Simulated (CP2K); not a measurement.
The system is Ga2O3.

```xyz
5
Lattice="3.0985 0.0000 0.0000 1.5479 2.6842 0.0000 -0.0192 -0.0111 7.6881" Properties=species:S:1:pos:R:3 pbc="T T T"
Ga    3.0925    1.7865    2.3862
Ga    1.5348    0.8866    5.3019
O    -0.0096   -0.0055    3.8440
O     3.0890    1.7844    6.3323
O     1.5383    0.8887    1.3558
```

The cell was built by a generator and needn't be a form met in nature.

Base run:

* Program: CP2K 2026.2
* Functional: LDA
* Potentials or basis: POTENTIAL_UZH Ga GTH-PBE-q13, O GTH-PBE-q6; DZVP-MOLOPT-PBE-GTH basis
* Density cutoff: 11565 eV
* k mesh: 10 × 10 × 4
* Occupations: fermi-dirac, width 0.05 eV
* Spin: no spin polarisation

Its results: band gap on the k mesh 1.31 eV, direct; pressure -24.8 GPa; largest force 3.649 eV/Å.

Problem. The run is repeated on the same cell with these changes: functional from LDA to AM05. What comes out?

Solution. Band gap on the k mesh 1.43 eV, direct; pressure -21.4 GPa; largest force 3.550 eV/Å.

AM05 binds less tightly than LDA, so the same cell stands under more pressure.

Caveats: the potentials were made for another functional, which shifts forces and pressure; the basis of atomic orbitals isn't converged, which shifts pressures, moduli and gaps.

Not every run made on this cell is shown here.
